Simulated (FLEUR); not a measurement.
**Ag in FLEUR: convergence with k mesh**

Crystal: Ag.

```
Ag
1.0
    -1.65565    1.65565    1.65565
     1.65565   -1.65565    1.65565
     1.65565    1.65565   -1.65565
Ag
1
Cartesian
  0.0000 0.0000 0.0000
```

This isn't the form of Ag at room conditions, which is fcc.

| Property | Result |
| --- | --- |
| Program | FLEUR MaX-R8.1 (later development tree) |
| Task | convergence study |
| Functional | LDA |
| Potentials or basis | all-electron |
| Basis | FLAPW |
| Kmax | 4.1 1/bohr |
| k mesh | 3 × 3 × 3 |
| Occupations | fermi-dirac, width 0.05 eV |
| Spin | no spin polarisation |

These are the settings of the first run; the series varies k mesh, with any setting tied to it.

Hardware: 1 thread of Arm Neoverse V2, with other jobs on the host.

```tsv
k mesh	energy less the tightest run, at zero smearing (meV/atom)	SCF cycles	CPU time (s)	peak memory (GiB)
3 × 3 × 3	-357.65	13	3.2	0.05
4 × 4 × 4	286.45	14	4.7	0.05
6 × 6 × 6	not converged	-	-	-
8 × 8 × 8	43.68	14	11	0.05
9 × 9 × 9	-16.60	13	13	0.05
11 × 11 × 11	-14.55	13	19	0.05
14 × 14 × 14	2.58	13	33	0.05
16 × 16 × 16	0.00	13	46	0.05
```

Not settled before the last step: the energy (to 1 meV/atom). Meshes of other sizes hit other points, so gaps and Fermi surfaces needn't settle smoothly. The tightest run that finished is the yardstick and may itself not be fully converged.
